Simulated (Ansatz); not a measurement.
# Zr (P6_3/mmc) in Ansatz: notebook

The runs below take Zr through single point, with PBE.

All numbers are computed with Ansatz 0.2.0; they aren't measurements. Logs are shortened: lines on timing, memory, paths and dates and some standing lists are left out, and cuts for length are marked.

### 1 The structure

It takes space group P6_3/mmc (No. 194, hexagonal). Conventional cell: a = 3.232 Å, b = 3.232 Å, c = 5.147 Å, α = 90.00°, β = 90.00°, γ = 120.00°. Around Zr (site symmetry -6m2) lie 12 Zr at 3.18 to 3.23 Å.

### 2 Single point, PBE

Contents of input.yaml:

```yaml
crystal:
  lattice:
    - [3.232, 0.0, 0.0]
    - [-1.616, 2.798994105, 0.0]
    - [0.0, 0.0, 5.147]
  atoms:
    - { symbol: Zr, position: [0.6666666667, 0.3333333333, 0.75] }
    - { symbol: Zr, position: [0.3333333333, 0.6666666667, 0.25] }
kpoints:
  mp_grid: { grid: [9, 9, 5] }
scf:
  occupations: { method: gaussian, width: 0.025 }
hamiltonian:
  xc: pbe
  pseudopotentials: { kind: all_electron, lapw: { basis_error: 0.001 } }
output:
  forces: true
  stress: true
  eigenvalues: true
```

Potentials or basis: all-electron LAPW, scalar-relativistic.

Launch:

```console
> ansatz run input.yaml --threads 1 --pin off --max-ram 3072MiB --backend cpu --events-out ev --progress --plain --runs-dir out
```

What it wrote:

```text
Warning: RAYON_NUM_THREADS=1 ignored (pool sized by the plan → 1); use --threads N
LAPW: plane waves up to 6.756 Å⁻¹, error target 1.0e-3 eV per atom; small_component_spin mean_spin; Zr in spheres of 1.589 Å, 22 of its electrons in bands, Dirac shells [] (how accurate: hamiltonian.pseudopotentials.lapw.basis_error, Limitations)
Engine: ansatz 0.2.0, aarch64-unknown-linux-gnu
Pseudopotentials: kind: all_electron
Pseudopotential: Zr, LAPW, valence charge 22, lapw/all_electron/scalar/gaussian/Zr, Koelling and Harmon's equation, gaussian nucleus
Functional definition: PBE
  parameter kappa = 0.804
  parameter beta = 0.06672455060314922
  exchange = pbe_x(kappa = kappa, mu = beta*pi^2/3)
  correlation = pbe_c(beta = beta)
Crystal: 2 atoms, lattice volume = 46.562 Å³
Basis set: ecut = 173.88150169088817 eV, 251 PW (Γ), exchange–correlation at level 2
Bands: 27, of which v1, the nominal top of the filled ones, is band 22 counted from 1 (21 counted from 0)
Symmetry: 24 space group operations
Space group: P63/mmc (ITA 194), of the structure as read, at distance tolerance 3.6e-5 Å
k-points: 36 of 405
Non-local potential: Zr, projectors of the file, none
Initial density: superposition of atomic densities (chi_scale 0.1, normalization cell)
Initial wavefunctions: plane waves of lowest kinetic energy (no species holds an atomic orbital)
Functional: x = pbe(κ = 0.804, μ = 0.2195149727645171), c = pbe(β = 0.06672455060314922)
iter 1 solved again at ethr=3.55e-4 eV; its pass at ethr=1.00e-1 eV (dr2=1.56e-1 eV) is discarded
SCF iter   1: F=—  HF=-195854.400403 eV  |F-HF|=—  |Δ(HF+E_count)|=         —  Δρ=1.91e-2  dr2=1.57e-1  ethr=3.55e-4  ⟨swp⟩=2.7  Hψ=6468  notcnv=0
preconditioner: auto → Resta (q_TF=auto, 2.703 Å⁻¹)  ε∞=17.5  [insulator: Δε(μ)=0.059 eV  Ē_g=3.784 eV  σ=0.025 eV  W_gap=0.52  n_scr=22 (ndim 8)  ℏωp=15.4 eV  f_vac=0.000  D(μ)=3.08/eV (n_scr^D=34)  ε∞_Penn≈17.5]
SCF iter   2: F=—  HF=-195854.239958 eV  |F-HF|=—  |Δ(HF+E_count)|=   1.60e-1  Δρ=1.11e-2  dr2=6.14e-2  ethr=3.55e-4  ⟨swp⟩=2.0  Hψ=3168  notcnv=0
preconditioner: auto → Kerker (q_TF=auto, 2.703 Å⁻¹)  [metal: Δε(μ)=0.015 eV  Ē_g=3.667 eV  σ=0.025 eV  W_gap=0.33  n_scr=22 (ndim 8)  ℏωp=15.4 eV  f_vac=0.000  D(μ)=2.75/eV (n_scr^D=22)]
SCF iter   3: F=—  HF=-195854.228808 eV  |F-HF|=—  |Δ(HF+E_count)|=   1.11e-2  Δρ=5.90e-3  dr2=1.91e-2  ethr=1.39e-4  ⟨swp⟩=2.0  Hψ=3025  notcnv=0
iter 4 solved again at ethr=3.85e-6 eV; its pass at ethr=4.35e-5 eV (dr2=1.69e-3 eV) is discarded
SCF iter   4: F=—  HF=-195854.227166 eV  |F-HF|=—  |Δ(HF+E_count)|=         —  Δρ=1.65e-3  dr2=1.69e-3  ethr=3.85e-6  ⟨swp⟩=2.0  Hψ=5036  notcnv=0
the basis was enlarged: its passes take 719.3 KiB over the memory plan, 1 of 1 planned eigensolver slots
SCF iter   5: F=—  HF=-195854.227020 eV  |F-HF|=—  |Δ(HF+E_count)|=   1.46e-4  Δρ=4.23e-4  dr2=1.02e-4  ethr=3.84e-6  ⟨swp⟩=2.0  Hψ=2998  notcnv=0
SCF iter   6: F=—  HF=-195854.227025 eV  |F-HF|=—  |Δ(HF+E_count)|=   5.00e-6  Δρ=1.51e-4  dr2=1.34e-5  ethr=2.32e-7  ⟨swp⟩=2.0  Hψ=2986  notcnv=0
SCF iter   7: F=—  HF=-195854.227025 eV  |F-HF|=—  |Δ(HF+E_count)|=   2.11e-7  Δρ=2.23e-5  dr2=3.61e-7  ethr=3.04e-8  ⟨swp⟩=2.0  Hψ=2986  notcnv=0
SCF iter   8: F=-195854.227025 eV  HF=-195854.227025 eV  |F-HF|=6.26e-9  |Δ(HF+E_count)|=   3.66e-8  Δρ=8.53e-6  dr2=3.79e-8  ethr=8.20e-10  ⟨swp⟩=2.1  Hψ=2990  notcnv=0
SCF 1 converged in 8 iterations: F = -195854.227025 eV  dr2 = 3.79e-8
SCF converged after 8 iterations
Free energy (F): -195854.227025 eV
Harris-Foulkes:  -195854.227025 eV  (|F-HF|=6.26e-9)
Internal energy: -195854.225989 eV  (E = F + TS)
E sigma→0 (E₀):  -195854.226507 eV
Entropy (-TS):   -0.001036 eV (-0.518 meV/atom)
Fermi energy:    15.810168 eV
--- Per-component energies (eV) ---
  E_band       = -3210.924600
  E_kinetic    = 202299.608373
  E_xc         = -6221.760865
  E_electrostatic = -391932.073498  (all electrons and nuclei)
  E_smearing   = -0.001036  (= −TS)
  E_closure    = 0.000000  (closes the sum)
  E_atoms      = -195839.623081  (free atoms, spherical and without spin; not in F)
  Σ components = -195854.227025   (vs F -195854.227025, Δ=0.00e0)
  Basis errors (estimates in eV, not in F): energy 1.6e-4 per atom: plane waves 1.2e-4 (6.2e-5 summed), levels above the bands 0.0e0, relativity 5.6e-8, radial functions 4.2e-5, core shells 6.0e-7; eigenvalues (radial functions only) 8.4e-7; not estimated: angular momenta, meshes, grids; target (lapw.basis_error) 1.0e-3; muffin-tin radii Zr 1.589 Å
--- Forces (eV/Å), atoms counted from 1 ---
  atom   1  Zr    -0.00000000    -0.00000000     0.00000000
  atom   2  Zr    -0.00000000    -0.00000000     0.00000000
  max |Σ_I F_I| component: 2.22e-16 eV/Å
--- Stress (GPa, compression-positive) ---
        0.240560       0.000000       0.000000
        0.000000       0.240560       0.000000
        0.000000       0.000000       1.329598
  P = ⅓ Tr σ = 0.6036 GPa (6.036 kbar)
--- Band table (eV; the first three rows and the last of 36) ---
  k-point 0: bands = ["-152.9864", "-152.9864", "-152.9864", "-152.9864", "-152.9847", "-152.9847", "-152.9613", "-152.9613", "-152.9613", "-152.9613", "-33.0570", "-32.9021", "-11.5871", "-10.7176", "-10.7176", "-10.5797", "-10.5760", "-10.5760", "10.1244", "12.7434", "16.6316", "16.6316", "16.7827", "16.9447", "17.3245", "17.3245", "17.9048"]
  k-point 1: bands = ["-152.9864", "-152.9864", "-152.9864", "-152.9864", "-152.9847", "-152.9847", "-152.9613", "-152.9613", "-152.9613", "-152.9613", "-33.0424", "-32.9171", "-11.4966", "-10.7042", "-10.7042", "-10.6824", "-10.5896", "-10.5896", "10.4537", "12.7031", "16.4003", "16.4947", "16.4947", "16.5329", "17.0929", "17.0929", "18.3711"]
  k-point 2: bands = ["-152.9864", "-152.9864", "-152.9864", "-152.9864", "-152.9847", "-152.9847", "-152.9613", "-152.9613", "-152.9613", "-152.9613", "-33.0041", "-32.9562", "-11.2546", "-10.9441", "-10.6690", "-10.6690", "-10.6252", "-10.6252", "11.3191", "12.2792", "15.7945", "16.0070", "16.4512", "16.4512", "16.6872", "16.6872", "19.2806"]
  k-point 35: bands = ["-152.9864", "-152.9864", "-152.9864", "-152.9864", "-152.9847", "-152.9847", "-152.9613", "-152.9613", "-152.9613", "-152.9613", "-32.8849", "-32.8849", "-11.3413", "-11.3413", "-11.1704", "-11.0709", "-10.7531", "-10.7531", "14.3052", "14.3436", "14.3436", "14.6122", "15.7603", "15.7603", "17.5853", "18.2211", "20.1687"]
```

It took 7.7 s on 1 thread of Arm Neoverse V1, shared host; peak memory 0.32 GiB.

Results:

| Quantity | Value |
| --- | --- |
| Free energy | -195854.2270 eV |
| Pressure | 0.6 GPa |
| Band gap on the k mesh | none (metal or under the smearing width) |

Stress tensor (GPa, compression positive):
```
0.24 0.00 0.00
0.00 0.24 0.00
0.00 0.00 1.33
```

### 3 Single point, PBE

input.yaml, as its differences from that of step 2:

```diff
@@ -11,3 +11,3 @@
 scf:
-  occupations: { method: gaussian, width: 0.025 }
+  occupations: { method: gaussian, width: 0.011 }
 hamiltonian:
```

Potentials or basis: all-electron LAPW, scalar-relativistic.

Launch:

```console
> ansatz run input.yaml --threads 1 --pin off --max-ram 3072MiB --backend cpu --events-out ev --progress --plain --runs-dir out
```

What it wrote:

```text
Warning: RAYON_NUM_THREADS=1 ignored (pool sized by the plan → 1); use --threads N
LAPW: plane waves up to 6.756 Å⁻¹, error target 1.0e-3 eV per atom; small_component_spin mean_spin; Zr in spheres of 1.589 Å, 22 of its electrons in bands, Dirac shells [] (how accurate: hamiltonian.pseudopotentials.lapw.basis_error, Limitations)
[... 8 set-up lines as earlier in the session ...]
Crystal: 2 atoms, lattice volume = 46.562 Å³
Basis set: ecut = 173.88150169088817 eV, 251 PW (Γ), exchange–correlation at level 2
Bands: 27, of which v1, the nominal top of the filled ones, is band 22 counted from 1 (21 counted from 0)
[... 2 set-up lines as earlier in the session ...]
k-points: 36 of 405
[... 1 set-up line as earlier in the session ...]
[... 21 lines left out ...]
E sigma→0 (E₀):  -195854.226350 eV
Entropy (-TS):   -0.000347 eV (-0.174 meV/atom)
Fermi energy:    15.811171 eV
--- Per-component energies (eV) ---
  E_band       = -3210.919964
  E_kinetic    = 202299.604877
  E_xc         = -6221.761477
  E_electrostatic = -391932.069576  (all electrons and nuclei)
  E_smearing   = -0.000347  (= −TS)
  E_closure    = 0.000000  (closes the sum)
  E_atoms      = -195839.623081  (free atoms, spherical and without spin; not in F)
  Σ components = -195854.226523   (vs F -195854.226523, Δ=0.00e0)
  Basis errors (estimates in eV, not in F): energy 1.6e-4 per atom: plane waves 1.2e-4 (6.2e-5 summed), levels above the bands 0.0e0, relativity 5.6e-8, radial functions 4.2e-5, core shells 6.0e-7; eigenvalues (radial functions only) 8.4e-7; not estimated: angular momenta, meshes, grids; target (lapw.basis_error) 1.0e-3; muffin-tin radii Zr 1.589 Å
--- Forces (eV/Å), atoms counted from 1 ---
  atom   1  Zr     0.00000000     0.00000000     0.00000000
  atom   2  Zr     0.00000000    -0.00000000     0.00000000
  max |Σ_I F_I| component: 1.48e-16 eV/Å
--- Stress (GPa, compression-positive) ---
        0.218801       0.000000       0.000000
        0.000000       0.218801       0.000000
        0.000000       0.000000       1.364747
  P = ⅓ Tr σ = 0.6008 GPa (6.008 kbar)
--- Band table (eV; the first three rows and the last of 36) ---
  k-point 0: bands = ["-152.9863", "-152.9863", "-152.9862", "-152.9862", "-152.9845", "-152.9845", "-152.9613", "-152.9613", "-152.9613", "-152.9613", "-33.0569", "-32.9020", "-11.5866", "-10.7176", "-10.7176", "-10.5793", "-10.5760", "-10.5760", "10.1244", "12.7435", "16.6314", "16.6314", "16.7829", "16.9448", "17.3244", "17.3244", "17.9051"]
  k-point 1: bands = ["-152.9863", "-152.9863", "-152.9862", "-152.9862", "-152.9845", "-152.9845", "-152.9613", "-152.9613", "-152.9613", "-152.9613", "-33.0423", "-32.9170", "-11.4961", "-10.7043", "-10.7043", "-10.6819", "-10.5897", "-10.5897", "10.4537", "12.7032", "16.4005", "16.4946", "16.4946", "16.5332", "17.0928", "17.0928", "18.3714"]
  k-point 2: bands = ["-152.9863", "-152.9863", "-152.9863", "-152.9863", "-152.9845", "-152.9845", "-152.9613", "-152.9613", "-152.9613", "-152.9613", "-33.0040", "-32.9561", "-11.2541", "-10.9436", "-10.6691", "-10.6691", "-10.6253", "-10.6253", "11.3191", "12.2792", "15.7949", "16.0074", "16.4511", "16.4511", "16.6871", "16.6871", "19.2809"]
  k-point 35: bands = ["-152.9863", "-152.9863", "-152.9863", "-152.9863", "-152.9845", "-152.9845", "-152.9613", "-152.9613", "-152.9613", "-152.9613", "-32.8848", "-32.8848", "-11.3411", "-11.3411", "-11.1704", "-11.0710", "-10.7528", "-10.7528", "14.3051", "14.3440", "14.3440", "14.6120", "15.7605", "15.7605", "17.5852", "18.2211", "20.1689"]
```

Wall time 7.7 s (1 thread of Arm Neoverse V1, shared host); peak memory 0.32 GiB.

Results:

```
Free energy            : -195854.2265 eV
Pressure               : 0.6 GPa
Band gap on the k mesh : none (metal or under the smearing width)
```
